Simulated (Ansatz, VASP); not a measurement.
Two plane-wave programs on ZnSe (Stilleite)

Contents of INCAR:

```
PREC = Accurate
ENCUT = 600
EDIFF = 1E-7
ISMEAR = -1
SIGMA = 0.05
LREAL = F
LASPH = T
NELM = 60
ALGO = Normal
ISIF = 3
LWAVE = F
LCHARG = F
GGA = B5
ALDAX = 1.0
AGGAX = 1.0
AGGAC = 1.0
ALDAC = 0.0
IVDW = 12
VDW_S6 = 1.0
VDW_S8 = 2.6996
VDW_A1 = 0.4298
VDW_A2 = 4.2359
IBRION = 2
NSW = 60
EDIFFG = -0.01
```

The input KPOINTS:

```
Automatic mesh
0
Gamma
  8 8 8
```

File POSCAR:

```
ZnSe
1.0
    0.0000000000      2.8338000000      2.8338000000
    2.8338000000      0.0000000000      2.8338000000
    2.8338000000      2.8338000000      0.0000000000
Se Zn
1 1
Direct
    0.7500000000      0.7500000000      0.7500000000
    0.0000000000      0.0000000000      0.0000000000
```

Contents of input.yaml:

```yaml
crystal:
  lattice:
    - [0.0, 2.8338, 2.8338]
    - [2.8338, 0.0, 2.8338]
    - [2.8338, 2.8338, 0.0]
  atoms:
    - { symbol: Se, position: [0.75, 0.75, 0.75] }
    - { symbol: Zn, position: [0.0, 0.0, 0.0] }
hamiltonian:
  xc: blyp
  pseudopotentials: { kind: paw }
  dispersion: d3bj
kpoints:
  mp_grid: { grid: [8, 8, 8] }
scf:
  occupations: { method: fermi_dirac, width: 0.05 }
output:
  forces: true
  stress: true
relax:
  f_tol: 0.01
  max_steps: 40
  cell: { stress_tol: 0.05 }
```

Alike in both runs: task relaxation of cell and atoms; functional BLYP; dispersion D3(BJ); k mesh 8 × 8 × 8; occupations fermi-dirac, width 0.05 eV; no spin polarisation.

|  | VASP | Ansatz |
| --- | --- | --- |
| version | VASP 6.6.1 | Ansatz 0.2.0 |
| potentials or method | VASP PAW PBE potentials, release 64 (Se, Zn) | Ansatz PAW |
| plane-wave cutoff (eV) | 600 | 420 |
| valence electrons in the cell | 18 | 28 |

VASP gave:

```
relaxed volume (Å³/atom)                                     : 22.72
relaxed cell length with the largest relative difference (Å) : 4.005
```

Task: Estimate Ansatz's values.

Result: Relaxed volume (Å³/atom): 22.62; relaxed cell length with the largest relative difference (Å): 4.000.

The two sets of potentials don't hold the same shells in valence.

Caveats: the PAW data sets were made with another functional, which shifts forces and pressure a little (VASP); the plane-wave basis is chosen anew once the cell has moved, so the energies of steps on either side of that aren't comparable (Ansatz); the PAW data sets come from PBE, with cores solved anew for the run's functional, which leaves a small shift of forces and pressure (Ansatz). BLYP gaps usually lie below the measured ones, often by a third to a half.
